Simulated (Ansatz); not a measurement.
Sb:

```
Sb
1.0
     3.12240    0.00000    0.00000
     0.00000    4.34752    0.00000
    -0.03891    0.00000    4.40585
Sb
2
Direct
  0.01139 0.25000 0.24117
  0.98861 0.75000 0.75883
```

This isn't the form of Sb at room conditions, which is rhombohedral.

- Program: Ansatz 0.2.0
- Task: single point
- Functional: PBE
- Potentials or basis: all-electron LAPW, scalar-relativistic
- Cutoff: 204 eV (chosen from the basis error)
- Basis error allowed: 0.001 eV/atom
- k mesh: 9 × 6 × 6
- Occupations: fermi-dirac, width 0.05 eV
- Spin: no spin polarisation

On this cell: pressure 0.4 GPa; largest force 0.055 eV/Å; band gap on the k mesh none (metal or under the smearing width).

The same run follows on a disturbed copy (atoms moved at random, drawn with an rms of 0.05 Å):

```
Sb
1.0
     3.12240    0.00000    0.00000
     0.00000    4.34752    0.00000
    -0.03891    0.00000    4.40585
Sb
2
Direct
  0.01218 0.26149 0.24261
  0.00154 0.74648 0.76535
```

What does the disturbed cell give?

The energy (extrapolated to zero smearing) moves by +2.0 meV/atom; pressure 0.7 GPa; largest force 0.112 eV/Å; band gap on the k mesh none (metal or under the smearing width).

Forces on the atoms (eV/Å):
```
Sb  -0.012 -0.089  0.067
Sb   0.012  0.089 -0.067
```

Stress tensor (GPa, compression positive):
```
 1.14  0.01  0.08
 0.01  0.31 -0.44
 0.08 -0.44  0.54
```
